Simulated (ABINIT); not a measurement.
# MoP (P-6m2) in ABINIT: reference runs

Reference runs on MoP: the cell as given.

All numbers are computed with ABINIT 10.8.3 (patched build); they aren't measurements. Logs are shortened: lines on timing, memory, paths and dates and some standing lists are left out, and cuts for length are marked. The log counts tension as positive stress, the text compression.

**1. Starting point**

The structure is hexagonal, space group P-6m2 (No. 187). Conventional cell: a = 3.223 Å, b = 3.223 Å, c = 3.191 Å, α = 90.00°, β = 90.00°, γ = 120.00°. Around Mo (site symmetry -6m2) lie 6 P at 2.45 Å. P (site symmetry -6m2) has 6 Mo at 2.45 Å as nearest neighbours.

**2. Single point, PBEsol**

run.abi reads:

```
# Pseudopotentials
pp_dirpath "./"
pseudos "Mo.upf, P.upf"

# Structure
acell 6.0905872997 6.0905872997 6.0301160637
rprim
     1.0000000000     0.0000000000     0.0000000000
    -0.5000000000     0.8660254038     0.0000000000
     0.0000000000     0.0000000000     1.0000000000
ntypat 2
znucl 42 15
natom 2
typat 1 2
xred
     0.0000000000     0.0000000000     0.0000000000
     0.3333333333     0.6666666667     0.5000000000

# Plane-wave basis
ecut 40.0

# k points
kptopt 1
ngkpt 10 10 8
nshiftk 1
shiftk 0.0 0.0 0.0

# Exchange and correlation
ixc -116133

# Bands and occupations
nband 14
occopt 3
tsmear 0.05 eV

# SCF cycle
nstep 100
tolvrs 1.0e-10

# Output
iomode 3
prtwf 0
prteig 0
prtebands 0
prtden 1
prtvha 1
prtvclmb 1
prtpot 1
prtelf 1
```

Potentials or basis: PseudoDojo NC SR PBEsol v0.4.1 standard.

The run is started by

```sh
mpirun --bind-to none -np 4 abinit run.abi > log 2>&1
```

run.abo:

```text
.Version 10.8.3 of ABINIT
 Symmetries : space group P-6 m 2 (#187); Bravais hP (primitive hexag.)
================================================================================
 Values of the parameters that define the memory need of the present run
     intxc =       0    ionmov =       0      iscf =       7    lmnmax =       6
     lnmax =       6     mgfft =      36  mpssoang =       3    mqgrid =    3001
     natom =       2  nloc_mem =       1    nspden =       1   nspinor =       1
    nsppol =       1      nsym =      12    n1xccc =    2501    ntypat =       2
    occopt =       3   xclevel =       2
       mpw =        2360          nfft =       46656          nkpt =          70
================================================================================
================================================================================

--------------------------------------------------------------------------------
------------- Echo of variables that govern the present computation ------------
--------------------------------------------------------------------------------
 -outvars: echo values of preprocessed input variables --------
            acell      6.0905872997E+00  6.0905872997E+00  6.0301160637E+00 Bohr
              amu      9.59400000E+01  3.09737620E+01
             ecut      4.00000000E+01 Hartree
                       outvar_i_n : Printing only first  50 k-points.
              ixc     -116133
                       outvar_i_n : Printing only first  50 k-points.
         kptrlatt       10    0    0      0   10    0      0    0    8
          kptrlen      4.82409285E+01
            natom           2
            nband          14
            ngfft          36      36      36
             nkpt          70
            nstep         100
             nsym          12
           ntypat           2
                       prtocc : prtvol=0, do not print more k-points.
           occopt           3
        prtebands           0
           prteig           0
           prtelf           1
           prtpot           1
         prtvclmb           1
           prtvha           1
            prtwf           0
            rprim      1.0000000000E+00  0.0000000000E+00  0.0000000000E+00
                      -5.0000000000E-01  8.6602540380E-01  0.0000000000E+00
                       0.0000000000E+00  0.0000000000E+00  1.0000000000E+00
          spgroup         187
           tolvrs      1.00000000E-10
           tsmear      1.83746611E-03 Hartree
            typat      1  2
                       outvars : Printing only first  50 k-points.
           xangst      0.0000000000E+00  0.0000000000E+00  0.0000000000E+00
                      -4.5130729560E-16  1.8607999164E+00  1.5954999989E+00
            xcart      0.0000000000E+00  0.0000000000E+00  0.0000000000E+00
                      -8.5284718731E-16  3.5164022171E+00  3.0150580319E+00
             xred      0.0000000000E+00  0.0000000000E+00  0.0000000000E+00
                       3.3333333333E-01  6.6666666667E-01  5.0000000000E-01
            znucl       42.00000   15.00000

================================================================================

 chkinp: Checking input parameters for consistency.

================================================================================
== DATASET  1 ==================================================================

--- !DatasetInfo
iteration_state: {dtset: 1, }
dimensions: {natom: 2, nkpt: 70, mband: 14, nsppol: 1, nspinor: 1, nspden: 1, mpw: 2360, }
cutoff_energies: {ecut:  40.0, pawecutdg:  -1.0, }
electrons: {nelect:   1.90000000E+01, charge:   0.00000000E+00, occopt:   3.00000000E+00, tsmear:   1.83746611E-03, }
meta: {optdriver: 0, ionmov: 0, optcell: 0, iscf: 7, paral_kgb: 0, }
...

 Real(R)+Recip(G) space primitive vectors, cartesian coordinates (Bohr,Bohr^-1):
 R(1)=  6.0905873  0.0000000  0.0000000  G(1)=  0.1641878  0.0947939  0.0000000
 R(2)= -3.0452936  5.2746033  0.0000000  G(2)=  0.0000000  0.1895877  0.0000000
 R(3)=  0.0000000  0.0000000  6.0301161  G(3)=  0.0000000  0.0000000  0.1658343
 Unit cell volume ucvol=  1.9372008E+02 bohr^3
 Angles (23,13,12)=  9.00000000E+01  9.00000000E+01  1.20000000E+02 degrees

 getcut: wavevector=  0.0000  0.0000  0.0000  ngfft=  36  36  36
         ecut(hartree)=     40.000   => boxcut(ratio)=   2.07610

--- Pseudopotential description ------------------------------------------------
- pspini: atom type   1  psp file is ./Mo.upf
12 -116133 2 -1 1640                          pspcod,pspxc,lmax,lloc,mmax
     nproj     2     2     2

- pspini: atom type   2  psp file is ./P.upf
12 -116133 2 -1 1298                          pspcod,pspxc,lmax,lloc,mmax
     nproj     2     2     2

   4.41979844E+02                                ecore*ucvol(ha*bohr**3)
--------------------------------------------------------------------------------

================================================================================

--- !BeginCycle
iteration_state: {dtset: 1, }
solver: {iscf: 7, nstep: 100, nline: 4, wfoptalg: 0, }
tolerances: {tolvrs: 1.00E-10, }
...

     iter   Etot(hartree)      deltaE(h)  residm     vres2
 ETOT  1  -77.129802478508    -7.713E+01 8.612E-02 4.847E+02
 ETOT  2  -77.077187406794     5.262E-02 4.037E-02 9.284E+02
 ETOT  3  -77.253624117930    -1.764E-01 2.308E-02 3.248E-01
 ETOT  4  -77.253763192208    -1.391E-04 6.744E-03 1.217E-02
 ETOT  5  -77.253765685053    -2.493E-06 3.943E-03 4.894E-05
 ETOT  6  -77.253765693125    -8.072E-09 2.836E-03 1.540E-05
 ETOT  7  -77.253765696161    -3.036E-09 1.295E-03 7.925E-08
 ETOT  8  -77.253765696172    -1.175E-11 7.770E-04 5.311E-09
 ETOT  9  -77.253765696173    -7.390E-13 5.338E-04 3.072E-10
 ETOT 10  -77.253765696173    -4.405E-13 4.928E-04 5.429E-13

 At SCF step   10       vres2   =  5.43E-13 < tolvrs=  1.00E-10 =>converged.

 Compute ELF
--------------------------------------------------------------------------------

 Compute kinetic energy density

 Compute gradient of the electron density
 Electron Localization Function (ELF) [min:0;max:1]
)     Maximum=    8.3792E-01  at reduced coord.    0.8611    0.9722    0.8889
)     Minimum=    2.8457E-08  at reduced coord.    0.0000    0.0000    0.0000
   Integrated=    8.0089E+01

--------------------------------------------------------------------------------
 End of ELF section

 Cartesian components of stress tensor (hartree/bohr^3)
  sigma(1 1)=  1.12253177E-04  sigma(3 2)=  0.00000000E+00
  sigma(2 2)=  1.12253176E-04  sigma(3 1)=  0.00000000E+00
  sigma(3 3)=  1.53639405E-04  sigma(2 1)=  0.00000000E+00

--- !ResultsGS
iteration_state: {dtset: 1, }
comment   : Summary of ground state results
lattice_vectors:
- [  6.0905873,   0.0000000,   0.0000000, ]
- [ -3.0452936,   5.2746033,   0.0000000, ]
- [  0.0000000,   0.0000000,   6.0301161, ]
lattice_lengths: [   6.09059,    6.09059,    6.03012, ]
lattice_angles: [ 90.000,  90.000, 120.000, ] # degrees, (23, 13, 12)
lattice_volume:   1.9372008E+02
convergence: {deltae: -4.405E-13, res2:  5.429E-13, residm:  4.928E-04, diffor: null, }
etotal    :  -7.72537657E+01
entropy   :   0.00000000E+00
fermie    :   5.14641897E-01
cartesian_stress_tensor: # hartree/bohr^3
- [  1.12253177E-04,   0.00000000E+00,   0.00000000E+00, ]
- [  0.00000000E+00,   1.12253176E-04,   0.00000000E+00, ]
- [  0.00000000E+00,   0.00000000E+00,   1.53639405E-04, ]
pressure_GPa:  -3.7085E+00
xred      :
- [  0.0000E+00,   0.0000E+00,   0.0000E+00, Mo]
- [  3.3333E-01,   6.6667E-01,   5.0000E-01,  P]
cartesian_forces: # hartree/bohr
- [ -3.53679551E-28,  -2.04196984E-28,  -0.00000000E+00, ]
- [  3.53679551E-28,   2.04196984E-28,  -0.00000000E+00, ]
force_length_stats: {min:   4.08393967E-28, max:   4.08393967E-28, mean:   4.08393967E-28, }
...

 Integrated electronic density in atomic spheres:
 ------------------------------------------------
 Atom  Sphere_radius  Integrated_density
    1        2.00000         10.59467194
    2        2.00000          2.90150176
================================================================================

 ----iterations are completed or convergence reached----

 Mean square residual over all n,k,spin=   12.577E-07; max=  49.277E-05
 reduced coordinates (array xred) for    2 atoms
       0.000000000000      0.000000000000      0.000000000000
       0.333333333333      0.666666666667      0.500000000000
 rms dE/dt=  1.7588E-27; max dE/dt=  4.3082E-27; dE/dt below (all hartree)
    1       0.000000000000      0.000000000000      0.000000000000
    2       0.000000000000      0.000000000000      0.000000000000

 cartesian coordinates (angstrom) at end:
    1      0.00000000000000     0.00000000000000     0.00000000000000
    2     -0.00000000000000     1.86079991637873     1.59549999892267

 cartesian forces (hartree/bohr) at end:
    1     -0.00000000000000    -0.00000000000000    -0.00000000000000
    2      0.00000000000000     0.00000000000000    -0.00000000000000
 frms,max,avg= 2.3578637E-28 3.5367955E-28   0.000E+00  0.000E+00  0.000E+00 h/b

 cartesian forces (eV/Angstrom) at end:
    1     -0.00000000000000    -0.00000000000000    -0.00000000000000
    2      0.00000000000000     0.00000000000000    -0.00000000000000
 frms,max,avg= 1.2124622E-26 1.8186934E-26   0.000E+00  0.000E+00  0.000E+00 e/A
 length scales=  6.090587299700  6.090587299700  6.030116063700 bohr
              =  3.222999997830  3.222999997830  3.190999997845 angstroms
 Fermi (or HOMO) energy (hartree) =   0.51464   Average Vxc (hartree)=  -0.46946
 Eigenvalues (hartree) for nkpt=  70  k points:
 kpt#   1, nband= 14, wtk=  0.00125, kpt=  0.0000  0.0000  0.0000 (reduced coord)
  -1.73097   -0.78223   -0.77409   -0.77409    0.00332    0.36003    0.39374    0.39374
   0.48952    0.52540    0.52540    0.66739    0.66739    0.71780
      occupation numbers for kpt#   1
   2.00000    2.00000    2.00000    2.00000    2.00000    2.00000    2.00000    2.00000
   2.00000    0.00571    0.00571    0.00000    0.00000    0.00000
 prteigrs : prtvol=0 or 1, do not print more k-points.

--- !EnergyTerms
iteration_state     : {dtset: 1, }
comment             : Components of total free energy in Hartree
kinetic             :  2.50012409293807E+01
hartree             :  1.24187080026536E+01
xc                  : -1.23949749844212E+01
Ewald energy        : -6.32088257878463E+01
psp_core            :  2.28153857824805E+00
local_psp           : -5.09121311994307E+01
non_local_psp       :  9.56083202883886E+00
internal            : -7.72536124325770E+01
'-kT*entropy'       : -1.53263596464257E-04
total_energy        : -7.72537656961734E+01
total_energy_eV     : -2.10218205731509E+03
band_energy         : -4.55159659820534E+00
...

 Cartesian components of stress tensor (hartree/bohr^3)
  sigma(1 1)=  1.12253177E-04  sigma(3 2)=  0.00000000E+00
  sigma(2 2)=  1.12253176E-04  sigma(3 1)=  0.00000000E+00
  sigma(3 3)=  1.53639405E-04  sigma(2 1)=  0.00000000E+00

-Cartesian components of stress tensor (GPa)         [Pressure= -3.7085E+00 GPa]
- sigma(1 1)=  3.30260248E+00  sigma(3 2)=  0.00000000E+00
- sigma(2 2)=  3.30260246E+00  sigma(3 1)=  0.00000000E+00
- sigma(3 3)=  4.52022736E+00  sigma(2 1)=  0.00000000E+00

== END DATASET(S) ==============================================================
================================================================================

 -outvars: echo values of variables after computation  --------
            acell      6.0905872997E+00  6.0905872997E+00  6.0301160637E+00 Bohr
           etotal     -7.7253765696E+01
            fcart     -3.5367955051E-28 -2.0419698369E-28 -0.0000000000E+00
                       3.5367955051E-28  2.0419698369E-28 -0.0000000000E+00
            rprim      1.0000000000E+00  0.0000000000E+00  0.0000000000E+00
                      -5.0000000000E-01  8.6602540380E-01  0.0000000000E+00
                       0.0000000000E+00  0.0000000000E+00  1.0000000000E+00
           strten      1.1225317658E-04  1.1225317615E-04  1.5363940503E-04
                       0.0000000000E+00  0.0000000000E+00  0.0000000000E+00
           xangst      0.0000000000E+00  0.0000000000E+00  0.0000000000E+00
                      -4.5130729560E-16  1.8607999164E+00  1.5954999989E+00
             xred      0.0000000000E+00  0.0000000000E+00  0.0000000000E+00
                       3.3333333333E-01  6.6666666667E-01  5.0000000000E-01
 Calculation completed.
```

Wall time 16 s (4 MPI ranks of AMD EPYC 7R43 (Zen 3), shared host); peak memory 0.28 GiB.

Results:

- Free energy: -2102.1821 eV
- Pressure: -3.7 GPa
- Band gap on the k mesh: none (metal or under the smearing width)
- Valence electrons inside the program's atomic spheres: Mo 10.59; P 2.90

Stress tensor (GPa, compression positive):
```
-3.30  0.00  0.00
 0.00 -3.30  0.00
 0.00  0.00 -4.52
```

**3. Equation of state, PBEsol**

Changes to run.abi since step 2:

```diff
@@ -1 +1,11 @@
+# Datasets: one volume each
+ndtset 7
+scalecart1 3*0.9795861087
+scalecart2 3*0.9864848297
+scalecart3 3*0.9932883884
+scalecart4 3*1.0000000000
+scalecart5 3*1.0066227096
+scalecart6 3*1.0131594038
+scalecart7 3*1.0196128224
+
 # Pseudopotentials
@@ -33,3 +43,3 @@
 occopt 3
-tsmear 0.05 eV
+tsmear 0.00183747
 
@@ -42,8 +52,5 @@
 prtwf 0
+prtden 0
 prteig 0
 prtebands 0
-prtden 1
-prtvha 1
-prtvclmb 1
-prtpot 1
-prtelf 1
+enunit 2
```

Potentials or basis: PseudoDojo NC SR PBEsol v0.4.1 standard.

The run is started by

```sh
mpirun --bind-to none -np 4 abinit run.abi > log 2>&1
```

It took 95 s on 4 MPI ranks of AMD EPYC 7R43 (Zen 3), shared host; peak memory 0.4 GiB.

It converged, with:

```yaml
Equilibrium_volume: 14.13 Å³/atom
Bulk_modulus_at_fixed_shape_and_positions: 242 GPa
Pressure_derivative_of_the_bulk_modulus: 4.4
```

Energy against volume, from the lowest point:
```
volume (Å³/atom)  energy (meV/atom)
          13.492              23.30
          13.779               6.61
          14.066               0.00
          14.353               2.41
          14.640              12.91
          14.927              30.65
          15.214              54.88
```

Caveat: pressures at fixed basis lie under the slope of the energies; the cell was scaled at fixed shape and fractional positions, which overstates the stiffness of a crystal with free parameters, most of all of layers and chains.
